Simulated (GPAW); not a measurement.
# Hg (R-3m) in GPAW: single point with PBE

Aim: the single point of Hg with PBE.

Everything below comes from runs of GPAW 26.7.0. Logs are shortened: lines on timing, memory, paths and dates and some standing lists are left out, and cuts for length are marked. The log counts tension as positive stress, the text compression.

### 1 Starting point

It takes space group R-3m (No. 166, trigonal). Conventional cell: a = 3.460 Å, b = 3.460 Å, c = 6.702 Å, α = 90.00°, β = 90.00°, γ = 120.00°. Hg (site symmetry -3m) has 6 Hg at 3.00 Å as nearest neighbours.

### 2 Single point, PBE

File run.py:

```python
from ase import Atoms
from ase.dft.bandgap import bandgap
from ase.io import write
from ase.units import GPa
from gpaw import GPAW, PW

atoms = Atoms(['Hg'],
              cell=[[1.73, 0.9988159657, 2.234],
                    [-1.73, 0.9988159657, 2.234],
                    [0.0, -1.9976319314, 2.234]],
              scaled_positions=[[0.0, 0.0, 0.0]],
              pbc=True)

calc = GPAW(mode=PW(450),
            xc='PBE',
            kpts={'size': (8, 8, 8), 'gamma': True},
            occupations={'name': 'fermi-dirac', 'width': 0.01},
            nbands=13,
            convergence={'density': 1e-05, 'energy': 1e-05},
            maxiter=150,
            txt='gpaw.txt')
atoms.calc = calc
energy = atoms.get_potential_energy()
forces = atoms.get_forces()
stress = atoms.get_stress()
calc.write('gs.gpw')
write('result.traj', atoms)
print(f'Energy: {energy:.6f} eV')
print('Forces (eV/A):')
print(forces.round(4))
print('Stress (GPa):', (stress / GPa).round(3))
print('Fermi level:', round(calc.get_fermi_level(), 4), 'eV')
print(f'Gap: {bandgap(calc)[0]:.4f} eV, direct: {bandgap(calc, direct=True)[0]:.4f} eV')
```

Potentials or basis: GPAW PAW data sets (gpaw-data 1.2.1), pw.

Launch:

```
$ OMP_NUM_THREADS=1 python run.py
```

gpaw.txt:

```text
__  _  _
 | _ |_)|_||  |
 |__||  | ||/\| - 26.7.0

Input parameters:
  mode=PW(ecut=450.00000000000006),
  convergence={'density': 1e-05, 'energy': 1e-05},
  kpts=MonkhorstPack(size=(8, 8, 8), gamma=True),
  maxiter=150,
  nbands=13,
  occupations=Occupations(name='fermi-dirac', width=0.01),
  xc=XC(name='PBE')

Diagonalizing LCAO Hamiltonian
Converting LCAO to pw mode

       Hg

Atoms  # Å, Bohr magnetons
|   | symbol |        x |        y |        z |    initial magnetic moments |
|---|--------|----------|----------|----------|-----------------------------|
| 0 |     Hg | 0.000000 | 0.000000 | 0.000000 | ( 0.0000,  0.0000,  0.0000) |

Unit cell  # Å
| periodic |         x |         y |        z |  lengths |    angles |
|----------|-----------|-----------|----------|----------|-----------|
|      yes |  1.730000 |  0.998816 | 2.234000 | 2.996880 | 70.517099 |
|      yes | -1.730000 |  0.998816 | 2.234000 | 2.996880 | 70.517099 |
|      yes |  0.000000 | -1.997632 | 2.234000 | 2.996880 | 70.517099 |

Number of symmetries: 12
Symmetry operations  # r_c * U_cc + t_c -> r_c
|    | kind |            matrix            |
|----|------|------------------------------|
|  0 |  E   |  1, 0, 0,  0, 1, 0,  0, 0, 1 |
|  1 |  σ   |  1, 0, 0,  0, 0, 1,  0, 1, 0 |
|  2 |  σ   |  0, 1, 0,  1, 0, 0,  0, 0, 1 |
|  3 |  C3  |  0, 1, 0,  0, 0, 1,  1, 0, 0 |
|  4 |  C3  |  0, 0, 1,  1, 0, 0,  0, 1, 0 |
|  5 |  σ   |  0, 0, 1,  0, 1, 0,  1, 0, 0 |
|  6 |  C2  |  0, 0,-1,  0,-1, 0, -1, 0, 0 |
|  7 |  S6  |  0, 0,-1, -1, 0, 0,  0,-1, 0 |
|  8 |  S6  |  0,-1, 0,  0, 0,-1, -1, 0, 0 |
|  9 |  C2  |  0,-1, 0, -1, 0, 0,  0, 0,-1 |
| 10 |  C2  | -1, 0, 0,  0, 0,-1,  0,-1, 0 |
| 11 |  i   | -1, 0, 0,  0,-1, 0,  0, 0,-1 |

BZ-sampling:
  Number of BZ points: 512
  Number of IBZ points: 65

  Monkhorst-Pack size: [8, 8, 8]
  Monkhorst-Pack shift: [0.0625, 0.0625, 0.0625]

K-points  # in reciprocal-cell coordinates
|     |                                coordinates |     weight |
|-----|--------------------------------------------|------------|
|   0 | (  0.00000000,   0.00000000,   0.00000000) | 0.00195312 |
|   1 | (  0.12500000,   0.00000000,  -0.12500000) | 0.01171875 |
|   2 | (  0.12500000,   0.00000000,   0.00000000) | 0.01171875 |
|   3 | (  0.12500000,   0.12500000,  -0.12500000) | 0.01171875 |
|   4 | (  0.12500000,   0.12500000,   0.00000000) | 0.01171875 |
|   5 | (  0.12500000,   0.12500000,   0.12500000) | 0.00390625 |
|   6 | (  0.25000000,  -0.12500000,  -0.12500000) | 0.01171875 |
|   7 | (  0.25000000,   0.00000000,  -0.25000000) | 0.01171875 |
|   8 | (  0.25000000,   0.00000000,  -0.12500000) | 0.02343750 |
|   9 | (  0.25000000,   0.00000000,   0.00000000) | 0.01171875 |
| ... |                                            |            |
|  64 | (  0.50000000,   0.50000000,   0.50000000) | 0.00195312 |

Plane wave coefficients: 512
Cutoff: 450.00000000000006 eV

Spin-components: 1 (collinear spins)
Bands:           13
Projectors:      6
Spin-degeneracy: 2
Datatype:        complex128

Density:
  Valence electrons: 18.0
  Components: 1
  Grid points: [15 15 15]
  Charge: 0.0  # |e|

Potential:
  Grid points: [15 15 15]

species:
  Hg:
    name:    Mercury
    Z:       80.0
    valence: 18
    core:    62
    charge:  0.0  # [|e|]
    compensation charges:
      type: gauss
      rc: 0.41  # [Å]
      lmax: 2
    cutoffs:
      filter: 2.17  # [Å]
      core: 2.06  # [Å]
    projectors
    | kind |    occ | energy [eV] | rcut [Å] |
    |------|--------|-------------|----------|
    |   6s |  2.000 |      -6.783 |    1.307 |
    |   5p |  6.000 |     -66.572 |    1.291 |
    |   6p |  0.000 |      -1.056 |    1.291 |
    |   5d | 10.000 |      -9.891 |    1.302 |
    |    s |        |      20.429 |    1.307 |
    |    d |        |      17.320 |    1.302 |

    Using partial waves for Hg as LCAO basis

Reference energy: -533155.778727  # eV

eigensolver:
  PPCG
  Converge bands: occupied
  niter=2

density mixing:
  MSR1-Mixer
  Pratt-step length: 0.05
  Maximum mixing coefficient: 0.75
  Old densities: 10
  SVD Regularization: 0.005
  Good broyden scale: 1.0
  Trust region scale: 1.0
  Backstep threshold: 4.0
  History deletion threshold: 6.0
  Fourier metric: weight=20.0, sigma=0.015

occupation numbers:
  Fermi-Dirac:
    width: 0.0100  # eV

poisson solver:
  ecut: 3600.0000000000005  # eV

xc functional:
[... 9 lines left out ...]
|iter     | |      energy | eigst |  dens |
|---------|-|-------------|-------|-------|
|iter:   1| |   -0.814433 | -0.24 |       |
|iter:   2| |   -0.810250 | -2.51 | -1.66 |
|iter:   3| |   -0.815005 | -2.57 | -1.70 |
|iter:   4| |   -0.823887 | -3.17 | -2.15 |
|iter:   5| |   -0.828035 | -3.06 | -2.45 |
|iter:   6| |   -0.828054 | -5.13 | -3.52 |
|iter:   7| |   -0.828065c| -5.18 | -3.88 |
|iter:   8| |   -0.828065c| -6.62 | -4.42 |
|iter:   9| |   -0.828065c| -8.04c| -5.28c|

Converged in 9 steps
Energy contributions relative to reference atoms: (reference = -533155.778727)

Energy contributions:
  Kinetic:          19.378683
  Coulomb:         -14.754873
  Zero:             -2.104517
  External:          0.000000
  Xc:               -3.347220
  Entropy:          -0.000277
  Spinorbit:         0.000000
  ----------------------------
  Free energy:      -0.828203
  Extrapolated:     -0.828065

dipole moment: (0.000000, -0.000000, -23.375265)  # |e|*Ang

Fermi level: 7.432
Eigenvalues  # (at kpt = [0.000, 0.000, 0.000])
| band index |      eig [eV] | occ [0-2] |
|------------|---------------|-----------|
|          0 |       -56.093 |     2.000 |
|          1 |       -56.085 |     2.000 |
|          2 |       -56.085 |     2.000 |
|          3 |        -1.834 |     2.000 |
|          4 |        -0.499 |     2.000 |
|          5 |        -0.499 |     2.000 |
|          6 |         0.800 |     2.000 |
|          7 |         0.965 |     2.000 |
|          8 |         0.965 |     2.000 |
|          9 |        19.226 |     0.000 |
|         10 |        19.906 |     0.000 |
|         11 |        19.906 |     0.000 |
|         12 |        24.673 |     0.000 |

No gap
No difference between direct/indirect transitions

Forces  # eV/Ang
|       x |       y |       z |
|---------|---------|---------|
| 0.00000 | 0.00000 | 0.00000 |  # Hg   0

Stress tensor  # eV/Ang^3
|         x |         y |         z |
|-----------|-----------|-----------|
| -0.036833 |  0.000000 |  0.000000 |
|  0.000000 | -0.036833 |  0.000000 |
| -0.000000 |  0.000000 | -0.030002 |

# Writing to gs.gpw (mode='')
```

Wall time 8.1 s (1 thread of Arm Neoverse V1, shared host); peak memory 0.13 GiB.

What came out:

| Item | Value |
| --- | --- |
| Free energy | -0.8282 eV |
| Pressure | 5.5 GPa |
| Band gap on the k mesh | none (metal or under the smearing width) |

Stress tensor (GPa, compression positive):
```
5.90 0.00 0.00
0.00 5.90 0.00
0.00 0.00 4.81
```

Levels at points of the mesh, in eV from the Fermi level:
| k point | band 7 | band 8 | band 9 | band 10 | band 11 |
| --- | --- | --- | --- | --- | --- |
| (0.00, 0.00, 0.00) | -6.63 | -6.47 | -6.47 | 11.79 | 12.47 |
| (0.50, 0.00, 0.00) | -6.52 | -6.12 | -2.12 | -2.10 | 12.05 |
| (0.50, 0.50, 0.00) | -6.18 | -5.66 | -0.21 | 0.96 | 4.66 |
| (0.50, 0.50, 0.50) | -5.75 | -5.75 | -0.25 | 1.46 | 9.30 |

Caveat: the cutoff is short for stress and forces, so pressures can be off by a GPa or more. The run has no spin-orbit coupling, so splittings on Hg are missing.
